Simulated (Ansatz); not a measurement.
## Relaxing an invented Hg2H structure

Theory: Ansatz 0.2.0, DFT PBE, scalar-relativistic, plane waves, PAW. Cutoff 420 eV, Gaussian smearing, Γ-centred meshes. Cell and atoms relax first on a coarse mesh and then on a finer one. In between, the cell is made exact in the group found at 0.06 Å. In metals the finer mesh still leaves noise of several meV/atom or more. The steps can't lower the symmetry of their start. No spin polarisation.

Recipe of this trial structure of Hg2H: random cell by space group and Wyckoff sites (F-43m, No. 216). The dimensions are guesses.

```cif
data_structure
_symmetry_space_group_name_H-M 'F-43m'
_symmetry_Int_Tables_number 216
_cell_length_a 7.5399
_cell_length_b 7.5399
_cell_length_c 7.5399
_cell_angle_alpha 90.000
_cell_angle_beta 90.000
_cell_angle_gamma 90.000
_cell_volume 428.65
loop_
_atom_site_label
_atom_site_type_symbol
_atom_site_symmetry_multiplicity
_atom_site_Wyckoff_symbol
_atom_site_fract_x
_atom_site_fract_y
_atom_site_fract_z
_atom_site_occupancy
Hg1 Hg 16 e 0.14587 0.35413 0.64587 1
H1 H 4 a 0.00000 0.00000 0.00000 1
H2 H 4 c 0.25000 0.25000 0.25000 1
```

Formation energies are uncorrected and refer to the elements' standard structures at the same level (H₂ as a molecule). The references include crystalline Hg.

**Question.** What does it relax into?

**Answer.** The symmetry stays F-43m (No. 216). The volume per atom grows by 79.8 %, from 17.9 to 32.1 Å³. The shortest distance goes from 1.90 Å (Hg–H) to 2.08 Å (Hg–H). The energy falls by about 2.4 eV/atom (the start's value is from the coarse mesh). The end is written in a standard setting, so origin, axes and order of atoms can differ from the start's. Conventional cell: a = 9.168 Å. Around Hg lie 1 H at 2.08 Å, 3 Hg at 3.09 Å, 3 Hg at 3.39 Å and 3 H at 3.82 Å; around H on its first site lie 4 Hg at 2.08 Å and 4 H at 3.97 Å; H on its second site has 12 Hg at 3.82 Å and 4 H at 3.97 Å (long against covalent radii, as for large ions).

```xyz
6
Lattice="0.0000 4.5839 4.5839 4.5839 0.0000 4.5839 4.5839 4.5839 0.0000" Properties=species:S:1:pos:R:3 pbc="T T T"
Hg    1.2001    3.3838    3.3838
Hg    3.3838    1.2001    3.3838
Hg    3.3838    3.3838    1.2001
Hg    1.2001    1.2001    1.2001
H     0.0000    0.0000    0.0000
H     6.8759    6.8759    6.8759
```

**Question.** Give its energy and gap.

**Answer.** The energy over the elements is +0.66 eV/atom. The gap on the 8×8×8 mesh of the 6-atom cell is 0 eV (the bands overlap slightly).

The separate elements lie lower, so it is unstable against them.

The last run used Gaussian smearing of 0.10 eV. These runs have no spin–orbit coupling, which can matter for Hg. H stands nearly free of neighbours here, and without spin polarisation the energy of such atoms comes out too high. With hydrogen, zero-point motion can shift formation energies by some tens of meV/atom. Symmetry constrained the relaxation, so the result can be a saddle point. In all, the 3 runs took 5.5 min on 1 thread of Intel(R) Xeon(R) Processor @ 2.50GHz (Skylake/Cascade Lake) (shared host).
